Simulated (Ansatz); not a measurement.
InP:

```
In P
1.0
     0.00000    2.93050    2.93050
     2.93050    0.00000    2.93050
     2.93050    2.93050    0.00000
In P
1 1
Direct
  0.00000 0.00000 0.00000
  0.75000 0.75000 0.75000
```

Base run:

| Quantity | Value |
| --- | --- |
| Program | Ansatz 0.2.0 |
| Functional | BLYP |
| Potentials or basis | all-electron LAPW, scalar-relativistic |
| Cutoff | 245 eV (chosen from the basis error) |
| Basis error allowed | 0.001 eV/atom |
| k mesh | 8 × 8 × 8 |
| Occupations | fermi-dirac, width 0.05 eV |
| Spin | no spin polarisation |

Its results: band gap on the k mesh 0.60 eV, direct; pressure 6.7 GPa.

The run is repeated on the same cell with these changes: functional from BLYP to PBEsol. What comes out?

Band gap on the k mesh 0.61 eV, direct; pressure 0.6 GPa.

PBEsol binds more tightly than BLYP, so the same cell stands under less pressure.

Caveats: spin-orbit coupling is left out, which moves the levels of the heavy elements.
